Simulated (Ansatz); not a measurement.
Input and command of a calculation in Ansatz (plane waves; scalar-relativistic PAW potentials unless the input names others):

```yaml
crystal:
  lattice:
    - [-2.4665327884, -4.2721601082, 0.0]
    - [4.933065577, 1.0e-10, 0.0]
    - [0.0, 0.0, 8.4654495156]
  atoms:
    - { symbol: "N", position: [0.5, 0.0, 0.25] }
    - { symbol: C, position: [0.5, 0.5, 0.25] }
    - { symbol: C, position: [0.0, 0.0, 0.25] }
    - { symbol: C, position: [0.0, 0.5, 0.25] }
    - { symbol: C, position: [0.5, 0.0, 0.75] }
    - { symbol: C, position: [0.5, 0.5, 0.75] }
    - { symbol: C, position: [0.0, 0.0, 0.75] }
    - { symbol: C, position: [0.0, 0.5, 0.75] }
    - { symbol: C, position: [0.1666666667, 0.8333333333, 0.25] }
    - { symbol: C, position: [0.1666666667, 0.3333333333, 0.25] }
    - { symbol: C, position: [0.6666666667, 0.8333333333, 0.25] }
    - { symbol: C, position: [0.6666666667, 0.3333333333, 0.25] }
    - { symbol: C, position: [0.3333333333, 0.1666666667, 0.75] }
    - { symbol: C, position: [0.3333333333, 0.6666666667, 0.75] }
    - { symbol: C, position: [0.8333333333, 0.1666666667, 0.75] }
    - { symbol: C, position: [0.8333333333, 0.6666666667, 0.75] }
basis:
  ecutwfc: 420
  xc_grid: 2
kpoints:
  mp_grid: { grid: [6, 5, 4], shift: [0.0, 0.0, 0.0] }
hamiltonian:
  xc: pbe
scf:
  occupations: { method: gaussian, width: 0.1 }
  max_iter: 100
output:
  forces: true
  eigenvalues: true
relax:
  adjacent_minimum: "off"
  f_tol: 0.025
  max_steps: 45
```

```bash
ansatz run input.yaml --threads 4 --pin off --max-ram 8192MiB --backend cpu --events-out ev --progress --plain --runs-dir out
```

Abridged log:
```
Basis set: ecut = 420 eV, 3479 PW (Γ), exchange–correlation on 72×72×120 points (8 copies of the dense FFT grid, shifted against one another)
Bands: 49, of which v1, the nominal top of the filled ones, is band 33 counted from 1 (32 counted from 0)
Symmetry: 2 space group operations
k-points: 48 of 120 (time reversal used)
SCF iter   1: F=—  HF=-4147.042255 eV  |F-HF|=—  |Δ(HF+E_count)|=         —  Δρ=5.68e-3  dr2=1.08e-1  ethr=1.77e-3  ⟨swp⟩=10.3  Hψ=13666  notcnv=0  defer=150
SCF iter   2: F=—  HF=-4147.033481 eV  |F-HF|=—  |Δ(HF+E_count)|=   8.77e-3  Δρ=2.67e-3  dr2=3.08e-2  ethr=1.67e-4  ⟨swp⟩=2.0  Hψ=4347  notcnv=0  defer=451
SCF iter   3: F=—  HF=-4147.026205 eV  |F-HF|=—  |Δ(HF+E_count)|=   7.28e-3  Δρ=6.26e-4  dr2=6.39e-4  ethr=4.73e-5  ⟨swp⟩=2.5  Hψ=2948  notcnv=0  defer=451
SCF iter   4: F=—  HF=-4147.026205 eV  |F-HF|=—  |Δ(HF+E_count)|=   2.75e-7  Δρ=2.50e-4  dr2=1.15e-4  ethr=9.84e-7  ⟨swp⟩=2.0  Hψ=3388  notcnv=0  defer=448
SCF iter   5: F=—  HF=-4147.026189 eV  |F-HF|=—  |Δ(HF+E_count)|=   1.53e-5  Δρ=1.19e-4  dr2=2.75e-5  ethr=1.77e-7  ⟨swp⟩=2.0  Hψ=3325  notcnv=0  defer=447
SCF iter   6: F=-4147.026181 eV  HF=-4147.026185 eV  |F-HF|=3.42e-6  |Δ(HF+E_count)|=   4.52e-6  Δρ=5.20e-5  dr2=4.65e-6  ethr=2.40e-8  ⟨swp⟩=16.5  Hψ=14172  notcnv=0
SCF 1 converged in 6 iterations: F = -4147.026181 eV  dr2 = 4.65e-6
relax step   1: F+E_penalty+E_count = -4147.02618141 eV  Δ(F+E_penalty+E_count) = +0.000e0 eV  max|allowed force component| = 4.912e-1 eV/Å  Δτ_max = 0.0000 Å  (6 SCF iters, dr2 threshold 1.56e-5 eV, accepted)
Initial density: handed on by an earlier stage of this run
Initial wavefunctions: those handed on with the density
SCF iter   1: F=—  HF=-4147.029866 eV  |F-HF|=—  |Δ(HF+E_count)|=         —  Δρ=6.48e-4  dr2=8.33e-4  ethr=1.28e-6  ⟨swp⟩=2.0  Hψ=6487  notcnv=0  defer=28
SCF iter   2: F=—  HF=-4147.029807 eV  |F-HF|=—  |Δ(HF+E_count)|=   5.83e-5  Δρ=2.98e-4  dr2=1.60e-4  ethr=1.28e-6  ⟨swp⟩=2.8  Hψ=3361  notcnv=0  defer=28
   ...
SCF iter   1: F=—  HF=-4147.031149 eV  |F-HF|=—  |Δ(HF+E_count)|=         —  Δρ=7.64e-4  dr2=9.16e-4  ethr=2.43e-5  ⟨swp⟩=2.0  Hψ=4118  notcnv=0  defer=105
SCF iter   2: F=—  HF=-4147.030979 eV  |F-HF|=—  |Δ(HF+E_count)|=   1.70e-4  Δρ=2.96e-4  dr2=1.70e-4  ethr=1.41e-6  ⟨swp⟩=2.0  Hψ=4104  notcnv=0  defer=112
SCF iter   3: F=—  HF=-4147.030934 eV  |F-HF|=—  |Δ(HF+E_count)|=   4.53e-5  Δρ=9.03e-5  dr2=1.84e-5  ethr=2.61e-7  ⟨swp⟩=2.3  Hψ=3287  notcnv=0  defer=112
SCF iter   4: F=-4147.030929 eV  HF=-4147.030930 eV  |F-HF|=1.37e-6  |Δ(HF+E_count)|=   3.98e-6  Δρ=3.11e-5  dr2=1.96e-6  ethr=5.22e-9  ⟨swp⟩=12.3  Hψ=12424  notcnv=0
SCF 3 converged in 4 iterations: F = -4147.030929 eV  dr2 = 1.96e-6
relax step   3: F+E_penalty+E_count = -4147.03092886 eV  Δ(F+E_penalty+E_count) = -1.172e-3 eV  max|allowed force component| = 3.264e-2 eV/Å  Δτ_max = 0.0036 Å  (4 SCF iters, dr2 threshold 3.40e-6 eV, accepted)
SCF iter   1: F=—  HF=-4147.030928 eV  |F-HF|=—  |Δ(HF+E_count)|=         —  Δρ=1.11e-4  dr2=1.44e-5  ethr=3.20e-7  ⟨swp⟩=2.0  Hψ=4510  notcnv=0
SCF iter   2: F=—  HF=-4147.030959 eV  |F-HF|=—  |Δ(HF+E_count)|=   3.05e-5  Δρ=3.65e-5  dr2=2.54e-6  ethr=2.21e-8  ⟨swp⟩=2.0  Hψ=4237  notcnv=0
SCF iter   3: F=—  HF=-4147.030958 eV  |F-HF|=—  |Δ(HF+E_count)|=   8.22e-7  Δρ=1.05e-5  dr2=2.12e-7  ethr=3.91e-9  ⟨swp⟩=2.0  Hψ=3347  notcnv=0
SCF iter   4: F=-4147.030958 eV  HF=-4147.030958 eV  |F-HF|=1.90e-8  |Δ(HF+E_count)|=   3.83e-8  Δρ=3.85e-6  dr2=2.79e-8  ethr=1.54e-10  ⟨swp⟩=9.5  Hψ=10465  notcnv=0
SCF 4 converged in 4 iterations: F = -4147.030958 eV  dr2 = 2.79e-8
relax step   4: F+E_penalty+E_count = -4147.03095794 eV  Δ(F+E_penalty+E_count) = -2.908e-5 eV  max|allowed force component| = 1.080e-2 eV/Å  Δτ_max = 0.0005 Å  (4 SCF iters, accepted)
SCF converged after 4 iterations
Free energy (F): -4147.030958 eV
Harris-Foulkes:  -4147.030958 eV  (|F-HF|=1.90e-8)
Internal energy: -4147.020484 eV  (E = F + TS)
E sigma→0 (E₀):  -4147.025721 eV
Entropy (-TS):   -0.010474 eV (-0.655 meV/atom)
Fermi energy:    5.445560 eV
--- Forces (eV/Å), atoms counted from 1 ---
  atom   1  N     -0.00344211     0.00369824     0.00000000
  atom   2  C     -0.00344513    -0.00509693     0.00000000
  atom   3  C     -0.01079655     0.00504876     0.00000000
  atom   4  C      0.00148986     0.00397586     0.00000000
  atom   5  C     -0.00001628     0.00011944     0.00000000
  atom   6  C     -0.00027641     0.00030288     0.00000000
  atom   7  C      0.00002468    -0.00035798     0.00000000
  atom   8  C     -0.00030681    -0.00019871     0.00000000
  atom   9  C      0.00288041    -0.00368513     0.00000000
  atom  10  C      0.00425757    -0.00347836     0.00000000
  atom  11  C      0.00613421     0.00078459     0.00000000
  atom  12  C      0.00295084    -0.00132921     0.00000000
  atom  13  C      0.00012718     0.00009434     0.00000000
  atom  14  C      0.00016662     0.00023271     0.00000000
  atom  15  C      0.00026472    -0.00007838     0.00000000
  atom  16  C      0.00001733    -0.00009707     0.00000000
--- Relaxed structure (4 steps of the walk, 4 accepted, 0 SCFs on fresh bases) ---
  F+E_penalty+E_count = -4147.03095794 eV   max|allowed force component| = 1.080e-2 eV/Å
  atoms:
    - { symbol: N, position: [0.50070938, -8.16149739e-5, 0.25] }
    - { symbol: C, position: [0.49927274, 0.49953747, 0.25] }
    - { symbol: C, position: [0.00119210, 0.00149194, 0.25] }
    - { symbol: C, position: [0.00103979, 0.49965229, 0.25] }
    - { symbol: C, position: [0.49968517, -0.00044722, 0.75] }
    - { symbol: C, position: [0.49969105, 0.49955438, 0.75] }
    - { symbol: C, position: [-0.00031756, -0.00045409, 0.75] }
    - { symbol: C, position: [-0.00031839, 0.49955508, 0.75] }
    - { symbol: C, position: [0.16684038, 0.83399749, 0.25] }
    - { symbol: C, position: [0.16678535, 0.33422840, 0.25] }
    - { symbol: C, position: [0.66680776, 0.83409848, 0.25] }
    - { symbol: C, position: [0.66694653, 0.33413419, 0.25] }
    - { symbol: C, position: [0.33290494, 0.16619506, 0.75] }
    - { symbol: C, position: [0.33290491, 0.66616011, 0.75] }
    - { symbol: C, position: [0.83293956, 0.16619546, 0.75] }
    - { symbol: C, position: [0.83291624, 0.66618253, 0.75] }
```

Task: What should be changed?

Result: The fault is a mesh that breaks the symmetry (kpoints.mp_grid.grid: [6, 6, 3] → [6, 5, 4], the first being the value of the sound run). Setting it back cures it. The log, from which this was withheld above, says: «Warning: crystal.symmetry: narrowed to the stabiliser of the k-point mesh — unitary ops 12 → 2; excluded 10 operations that carry a point of the 6×5×4 mesh (shift [0, 0, 0]) off the mesh (the run samples exactly the mesh kpoints.mp_grid names, as under crystal.symmetry.detect: false, and its converged state has the mesh's symmetry, not the crystal's; ε∞ …» The run converged all the same, with an energy at zero smearing 1.56 meV/atom below the reference's, largest force 0.012 eV/Å, no gap on the mesh, so convergence alone doesn't show that an input is right. A reference run from the same start on usual settings converged, and the end of its own relaxation has largest force 0.005 eV/Å, no gap on the mesh.

The run took 14 s on 4 threads of INTEL(R) XEON(R) PLATINUM 8581C CPU @ 2.30GHz (Emerald Rapids), with other jobs on the host, peak memory 0.73 GiB.